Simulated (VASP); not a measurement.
Si2Mo, 3 atoms in the cell. The structure is tetragonal, space group I4/mmm (No. 139). Conventional cell: a = 3.192 Å, b = 3.192 Å, c = 7.824 Å, α = 90.00°, β = 90.00°, γ = 90.00°. Around Si (site symmetry 4mm) lie 5 Si at 2.58 to 2.62 Å and 5 Mo at 2.60 to 2.62 Å. Mo (site symmetry 4/mmm) has 10 Si at 2.60 to 2.62 Å as nearest neighbours. 

- Program: VASP 6.6.1
- Task: band structure
- Functional: LDA
- Potentials or basis: VASP PAW LDA potentials, release 64 (Si, Mo_sv)
- Cutoff: 520 eV
- k mesh: 16 × 16 × 16
- Occupations: methfessel-paxton, width 0.1 eV
- Spin: no spin polarisation
- Further INCAR settings: ALGO = Normal; EDIFF = 1e-06

Potentials or basis: VASP PAW LDA potentials, release 64 (Si, Mo_sv).

Launch:

```sh
$ cat potpaw_LDA.64/Si/POTCAR potpaw_LDA.64/Mo_sv/POTCAR > POTCAR
$ mpirun -np 4 vasp_std > vasp.out
```

Hardware: 4 MPI ranks on AMD EPYC 9R45 (Zen 5), with other jobs on the host.

Task: How long does it take, and how much memory?

Result: Run time: 75 s on 4 MPI ranks on AMD EPYC 9R45 (Zen 5) (shared host), peak memory 0.41 GiB a rank. Counts: scf iterations 22, k points 349.
